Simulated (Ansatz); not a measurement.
Set up this calculation in Ansatz 0.2.0, as the native input.

| Property | Result |
| --- | --- |
| Task | single point |
| Functional | PBE |
| Potentials or basis | all-electron LAPW, scalar-relativistic |
| Cutoff | 318 eV (chosen from the basis error) |
| Basis error allowed | 0.002 eV/atom |
| k mesh | 8 × 8 × 8 |
| Occupations | fermi-dirac, width 0.02 eV |
| Spin | no spin polarisation |

Crystal: N.

```xyz
2
Lattice="2.5195 0.0000 0.0000 -1.2597 2.1819 0.0000 0.0000 0.0000 2.4460" Properties=species:S:1:pos:R:3 pbc="T T T"
N     0.0000    1.4546    1.8345
N     1.2597    0.7273    0.6115
```

The real solid is made of molecules; this cell is a model form.

One way to write it, as run:

input.yaml

```yaml
crystal:
  lattice:
    - [2.5194737886, 0.0, 0.0]
    - [-1.2597368943, 2.1819283051, 0.0]
    - [0.0, 0.0, 2.446002]
  atoms:
    - { symbol: "N", position: [0.3333333333, 0.6666666667, 0.75] }
    - { symbol: "N", position: [0.6666666667, 0.3333333333, 0.25] }
kpoints:
  mp_grid: { grid: [8, 8, 8] }
scf:
  occupations: { method: fermi_dirac, width: 0.02 }
hamiltonian:
  xc: pbe
  pseudopotentials: { kind: all_electron, lapw: { basis_error: 0.002 } }
output:
  forces: true
  stress: true
  eigenvalues: true
```

Potentials or basis: all-electron LAPW, scalar-relativistic.

Run with:

```bash
$ ansatz run input.yaml --threads 1 --pin off --max-ram 2560MiB --backend cpu --events-out ev --progress --plain --runs-dir out
```

It gave:

The pressure is 9.0 GPa. The band gap on the k mesh is none (metal or under the smearing width).

Caveat: the k mesh is thin for a metal, which can move the energy by tens of meV per atom.

Run time: 1.4 s on 1 thread of Intel(R) Xeon(R) 6975P-C (Granite Rapids) (shared host), peak memory 0.26 GiB.
